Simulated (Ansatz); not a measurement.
input.yaml (Ansatz)

```yaml
crystal:
  lattice:
    - [-1.7326121986, 1.7325148084, 1.1945674636]
    - [1.7325148084, -1.7326121986, 1.1945674636]
    - [2.8429911784, 2.8429911784, -1.194745834]
  atoms:
    - { symbol: Cr, position: [0.9999698576, 3.01424e-05, 1.0], spin: 1.5, spin_axis: [0, 0, 1] }
    - { symbol: Cr, position: [0.7500301424, 0.2499698576, 0.5], spin: -1.5, spin_axis: [0, 0, 1] }
hamiltonian:
  xc: pbe
  pseudopotentials:
    kind: paw_fr
    azcp:
      Cr: "pseudopotentials/Cr.paw.azcp"
basis:
  ecutwfc: 420
  fft_grid_basis: typed
kpoints:
  mp_grid: { grid: [15, 15, 8], shift: [0, 0, 0] }
magnetization:
  noncollinear: true
  spin_orbit: true
scf:
  occupations: { method: fermi_dirac, width: 0.05 }
```

and its output:

```
Engine: ansatz 0.2.0, x86_64-unknown-linux-gnu
Pseudopotentials: kind: paw_fr
Pseudopotential: Cr, paw_fr, valence charge 14, recommended cutoff 420 eV (normal) 
Functional definition: PBE
  parameter kappa = 0.804
  parameter beta = 0.06672455060314922
  exchange = pbe_x(kappa = kappa, mu = beta*pi^2/3)
  correlation = pbe_c(beta = beta)
Crystal: 2 atoms, lattice volume = 23.536 Å³
Basis set: ecut = 420 eV, 455 PW (Γ)
Bands: 36, of which v1, the nominal top of the filled ones, is band 28 counted from 1 (27 counted from 0)
Symmetry: 2 space group operations + 2 with time reversal
Magnetic group: BNS 15.87 (UNI 94), of the structure as read, at distance tolerance 2.9e-5 Å
k-points: 960 of 1800
Projection manifold: j_resolved (fully-relativistic pseudo-atomic orbitals)
Non-local potential: Cr, projectors of the file, l = 0: 3, l = 1: 4, l = 2: 6, l = 3: 2
PAW form: soft (Blöchl's): semilocal exchange-correlation on the pseudo side does not see the compensation charge
PAW one-centre angular grid: Cr, 590 points (default); XC on 64 Gauss nodes
Initial density: superposition of atomic densities (chi_scale 0.1, normalization cell)
Starting moments: Σ|m| = 3 μB on 2 of 2 sites
Initial wavefunctions: pseudopotential atomic-orbital guess
Functional: x = pbe(κ = 0.804, μ = 0.2195149727645171), c = pbe(β = 0.06672455060314922)
SCF iter   1: F=—  HF=-6757.975561 eV  |F-HF|=—  |Δ(HF+E_count)|=         —  Δρ=2.34e-1  dr2=1.06e1  dr2_m=1.63e0  ethr=3.10e-3  |M|=2.53e-17 ∫|m|=1.39e0 μB  |m|>n=0.0e0 m-floor=0.0e0 τ_xc=1.2e-15 mc-row=0.0e0  β_m=0.30  ⟨swp⟩=6.2  Hψ=157878  notcnv=0
SCF iter   2: F=—  HF=-6755.935091 eV  |F-HF|=—  |Δ(HF+E_count)|=    2.04e0  Δρ=1.23e-1  dr2=3.11e0  dr2_m=7.47e-1  ethr=3.10e-3  |M|=5.84e-17 ∫|m|=1.40e0 μB  |m|>n=0.0e0 m-floor=0.0e0 τ_xc=1.9e-4 mc-row=0.0e0  β_m=0.30  ⟨swp⟩=2.2  Hψ=72223  notcnv=0  defer=1318
SCF iter   3: F=—  HF=-6755.219755 eV  |F-HF|=—  |Δ(HF+E_count)|=   7.15e-1  Δρ=7.12e-2  dr2=8.35e-2  dr2_m=2.73e-1  ethr=3.10e-3  |M|=1.01e-16 ∫|m|=1.49e0 μB  |m|>n=0.0e0 m-floor=0.0e0 τ_xc=3.1e-4 mc-row=0.0e0  β_m=0.30  ⟨swp⟩=2.8  Hψ=69619  notcnv=0  defer=1310
SCF iter   4: F=—  HF=-6755.211005 eV  |F-HF|=—  |Δ(HF+E_count)|=   8.75e-3  Δρ=6.66e-2  dr2=4.41e-2  dr2_m=2.39e-1  ethr=2.98e-4  |M|=1.79e-16 ∫|m|=1.32e0 μB  |m|>n=0.0e0 m-floor=0.0e0 τ_xc=4.1e-4 mc-row=0.0e0  β_m=0.30  ⟨swp⟩=3.2  Hψ=78106  notcnv=0  defer=560
SCF iter   5: F=—  HF=-6755.223589 eV  |F-HF|=—  |Δ(HF+E_count)|=   1.26e-2  Δρ=5.37e-2  dr2=1.32e-3  dr2_m=1.56e-1  ethr=1.57e-4  |M|=2.96e-17 ∫|m|=1.25e0 μB  |m|>n=0.0e0 m-floor=0.0e0 τ_xc=4.4e-4 mc-row=0.0e0  β_m=0.30  ⟨swp⟩=3.6  Hψ=69335  notcnv=0  defer=560
SCF iter   6: F=—  HF=-6755.245207 eV  |F-HF|=—  |Δ(HF+E_count)|=   2.16e-2  Δρ=4.72e-2  dr2=1.06e-4  dr2_m=1.20e-1  ethr=4.72e-6  |M|=1.78e-16 ∫|m|=1.15e0 μB  |m|>n=0.0e0 m-floor=0.0e0 τ_xc=4.6e-4 mc-row=0.0e0  β_m=0.30  ⟨swp⟩=2.5  Hψ=67325  notcnv=0  defer=560
SCF iter   7: F=—  HF=-6755.260324 eV  |F-HF|=—  |Δ(HF+E_count)|=   1.51e-2  Δρ=4.14e-2  dr2=7.14e-5  dr2_m=9.24e-2  ethr=3.79e-7  |M|=1.17e-16 ∫|m|=1.06e0 μB  |m|>n=0.0e0 m-floor=0.0e0 τ_xc=4.5e-4 mc-row=0.0e0  β_m=0.30  ⟨swp⟩=3.0  Hψ=75219  notcnv=0  defer=560
...
SCF iter  18: F=—  HF=-6755.324797 eV  |F-HF|=—  |Δ(HF+E_count)|=   1.15e-5  Δρ=6.08e-5  dr2=4.99e-8  dr2_m=2.03e-7  ethr=3.57e-10  |M|=1.80e-19 ∫|m|=1.88e-3 μB  |m|>n=0.0e0 m-floor=0.0e0 τ_xc=4.0e-8 mc-row=0.0e0  β_m=0.88  ⟨swp⟩=4.0  Hψ=153100  notcnv=0
SCF iter  19: F=—  HF=-6755.324798 eV  |F-HF|=—  |Δ(HF+E_count)|=   4.42e-7  Δρ=2.00e-5  dr2=1.48e-8  dr2_m=2.20e-8  ethr=1.78e-10  |M|=2.21e-20 ∫|m|=6.32e-4 μB  |m|>n=0.0e0 m-floor=0.0e0 τ_xc=5.8e-9 mc-row=0.0e0  β_m=0.94  ⟨swp⟩=2.9  Hψ=70480  notcnv=0
SCF iter  20: F=—  HF=-6755.324798 eV  |F-HF|=—  |Δ(HF+E_count)|=   4.01e-8  Δρ=3.03e-6  dr2=5.23e-10  dr2_m=5.54e-10  ethr=5.30e-11  |M|=8.77e-21 ∫|m|=7.85e-5 μB  |m|>n=0.0e0 m-floor=0.0e0 τ_xc=2.8e-10 mc-row=0.0e0  β_m=0.97  ⟨swp⟩=2.2  Hψ=66086  notcnv=0
SCF iter  21: F=—  HF=-6755.324798 eV  |F-HF|=—  |Δ(HF+E_count)|=   1.14e-9  Δρ=1.20e-6  dr2=1.82e-10  dr2_m=3.75e-11  ethr=1.87e-12  |M|=1.74e-22 ∫|m|=8.91e-6 μB  |m|>n=0.0e0 m-floor=0.0e0 τ_xc=1.2e-11 mc-row=0.0e0  β_m=0.90  ⟨swp⟩=2.3  Hψ=66400  notcnv=0
SCF iter  22: F=-6755.324798 eV  HF=-6755.324798 eV  |F-HF|=0.00e0  |Δ(HF+E_count)|=  2.73e-12  Δρ=2.81e-7  dr2=6.94e-12  dr2_m=5.83e-12  ethr=1.00e-12  |M|=5.63e-22 ∫|m|=8.42e-6 μB  |m|>n=0.0e0 m-floor=0.0e0 τ_xc=1.4e-12 mc-row=0.0e0  ⟨swp⟩=2.0  Hψ=65382  notcnv=0
WARN: the starting moments were not kept: the SCF closed with an absolute magnetisation of 8.4e-6 μB, where they sum to 3 μB in size (2 sites). That is at most 0.1 of that sum. Measured as dr2_m measures the in/out step, that magnetisation stands 3.1e-11 eV from none, at or under the dr2_threshold of 1.0e-7 eV: it is no larger than a step whose dr2_m would equal this threshold. The system may hold no moment; this SCF shows only that its start led to no more than that. To try another start: raise the starting moments (crystal.atoms[].spin, magnetization.per_species, magnetization.initial_magnetization, or on a non-collinear deck that types none of these the spinor_matrix: blocks that start its atoms; where the total moment is fixed, keep their sum and leave initial_magnetization as it is; typed ones take the place of any that the run laid by itself, positive ones on a crystal's lanthanoids without a Hubbard term where scf.initial_density.shell_occupations: [] is typed) or, if the notice of its spin-set hold's release reads "site moments contracting" or "site moments show no strong build", lengthen the hold (scf.mixing.spin_hold: { on: { confirm: 4 } }; for m-r²SCAN on two components see the key's manual first). Each may lead to a state that holds a moment. A second SCF, from the converged charge density, with the starting moments and any scf.initial_density.shell_occupations laid on it anew, would have followed, and was not run: the deck does not ask for one (magnetization.retry_lost_moments is false, the default). To let it run, set magnetization.retry_lost_moments: true and run the deck again, where that key's refused combinations let it; where memory then withholds it, that run's warning says so.
SCF 1 converged in 22 iterations: F = -6755.324798 eV  dr2 = 6.94e-12
SCF converged after 22 iterations
Magnetization: |M| = 0.0000 μB,  M = (-0.0000, -0.0000, -0.0000) μB
Absolute magnetization: 0.0000 μB (∫|m|, with the PAW one-centre terms)
  site 0: m = (-0.0000, -0.0000, +0.0000) μB, |m| = 0.0000 μB  (R = 0.99 Å)
  site 1: m = (+0.0000, +0.0000, -0.0000) μB, |m| = 0.0000 μB  (R = 0.99 Å)
Free energy (F): -6755.324798 eV
Harris-Foulkes:  -6755.324798 eV  (|F-HF|=0.00e0)
Internal energy: -6755.311342 eV  (E = F + TS)
E sigma→0 (E₀):  -6755.318070 eV
Entropy (-TS):   -0.013455 eV (-6.728 meV/atom)
Fermi energy:    18.874825 eV
--- Per-component energies (eV) ---
  E_band       = -298.817913
  E_kinetic    = 687.102382
  E_local      = -2400.423799  (includes V_loc(G=0)·N_el)
  E_nonlocal   = 157.625682
  E_hartree    = 1046.837617
  E_xc         = -280.200434
  E_vxc        = -357.515022  (∫ρ·V_xc dr)
  E_paw        = -2390.308924  (= ΣΔE_a)
  E_vpaw       = -479.283325  (= ΣTr[D̂ρ^β])
  E_aug_tail   = 0.000762  (compensation charges beyond the density's cutoff)
  E_ewald      = -3575.944629
  E_smearing   = -0.013455  (= −TS)
  E_closure    = 0.000000  (closes the sum)
  Σ components = -6755.324798   (vs F -6755.324798, Δ=0.00e0)
```

Command:

```sh
ansatz run input.yaml --threads 2 --pin off --max-ram 6144MiB --backend cpu --events-out ev --progress --plain --runs-dir out
```

On 2 threads of Intel(R) Xeon(R) Platinum 8259CL CPU @ 2.50GHz (Skylake/Cascade Lake) (shared host) this took about 310 s of wall time and 620 s of CPU time.
